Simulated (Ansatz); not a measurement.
Molecular dynamics on a 2×2×2 supercell (16 atoms) of BAs (zincblende), relaxed with r2SCAN. Forces come from PBEsol in Ansatz 0.2.0: a Langevin thermostat at fixed volume, 1300 K, steps of 1.5 fs. Classical nuclei, no spin polarisation; a few dozen steps show the first response, not equilibrium.

```yaml
crystal:
  lattice:
    - [0.0, 4.7837352089, 4.7837352089]
    - [4.7837352089, 0.0, 4.7837352089]
    - [4.7837352089, 4.7837352089, 0.0]
  atoms:
    - { symbol: B, position: [0.0, 0.0, 0.0] }
    - { symbol: As, position: [0.125, 0.125, 0.125] }
    - { symbol: B, position: [0.0, 0.0, 0.5] }
    - { symbol: As, position: [0.125, 0.125, 0.625] }
    - { symbol: B, position: [0.0, 0.5, 0.0] }
    - { symbol: As, position: [0.125, 0.625, 0.125] }
    - { symbol: B, position: [0.0, 0.5, 0.5] }
    - { symbol: As, position: [0.125, 0.625, 0.625] }
    - { symbol: B, position: [0.5, 0.0, 0.0] }
    - { symbol: As, position: [0.625, 0.125, 0.125] }
    - { symbol: B, position: [0.5, 0.0, 0.5] }
    - { symbol: As, position: [0.625, 0.125, 0.625] }
    - { symbol: B, position: [0.5, 0.5, 0.0] }
    - { symbol: As, position: [0.625, 0.625, 0.125] }
    - { symbol: B, position: [0.5, 0.5, 0.5] }
    - { symbol: As, position: [0.625, 0.625, 0.625] }
kpoints:
  mp_grid: { grid: [2, 2, 2] }
hamiltonian:
  xc: pbesol
scf:
  occupations: { method: fermi_dirac, width: 0.112 }
md:
  ensemble: nvt_langevin
  temperature: 1300
  timestep: 1.5
  n_steps: 20
  initial_velocities: maxwell_boltzmann
  seed: 3417
```

Command: `ansatz run input.yaml --threads 4 --pin off --max-ram 3686MiB --backend cpu --events-out ev --progress --plain --runs-dir out`.

```tsv
step	t (fs)	T (K)	free energy F from step 0 (meV/atom)	kinetic energy (meV/atom)	largest force (eV/Å)
0	0	1219	0.0	157.5	0.00
1	1.5	1168	3.0	151.0	0.70
2	3	1061	11.4	137.2	1.35
3	4.5	1048	23.9	135.5	1.93
4	6	896	39.7	115.9	2.41
5	7.5	713	56.1	92.1	2.74
6	9	612	71.1	79.1	2.98
7	10.5	487	82.8	63.0	3.24
8	12	422	89.6	54.6	3.45
9	13.5	488	90.8	63.1	3.58
10	15	545	87.2	70.4	3.66
11	16.5	641	81.1	82.9	3.69
12	18	722	74.1	93.3	3.61
13	19.5	846	67.1	109.3	3.38
14	21	981	62.1	126.8	3.06
15	22.5	993	61.4	128.4	2.98
16	24	980	65.3	126.7	3.23
17	25.5	827	73.0	106.9	3.51
18	27	699	82.8	90.4	3.76
19	28.5	695	93.5	89.8	3.90
20	30	629	104.7	81.3	3.90
```

The temperature starts at 1219 K, is lowest at step 8 (422 K, 12 fs) and ends at 629 K. The thermostat hasn't had time to restore it. The atoms start on their lattice sites with kinetic energy alone, so much of it first passes into potential energy. By the last step the atoms have moved 0.13 Å in the root mean square, the drift of the whole cell taken out, 0.23 Å at most.

Positions (Å) and forces (eV/Å) at step 20:
```
B   -0.017   0.061  -0.048     0.184  -0.801   0.294
As   1.159   1.170   1.216    -0.246   1.028  -0.897
B    2.425   2.291   0.038     0.167   0.895  -0.831
As   3.594   3.649   1.166    -1.010  -0.687  -0.149
B    2.277   0.023   2.396     2.388   0.916  -0.161
As   3.516   1.296   3.712    -0.278  -0.362  -1.643
B    4.691   2.474   2.420     0.278  -1.147  -0.753
As   5.982   3.603   3.478     0.873  -2.449   1.155
B   -0.114   2.418   2.316     1.171  -0.383   0.412
As   1.178   3.495   3.585    -1.563   1.934  -1.007
B    2.278   4.782   2.357     1.244  -0.651   0.081
As   3.658   5.874   3.523    -3.027   2.288  -0.916
B    2.226   2.446   4.863     2.721   0.314  -0.073
As   3.647   3.744   5.923    -1.714  -0.900   0.161
B    4.841   4.784   4.547     0.462  -0.388   2.596
As   5.955   5.947   5.888    -1.650   0.392   1.733
```
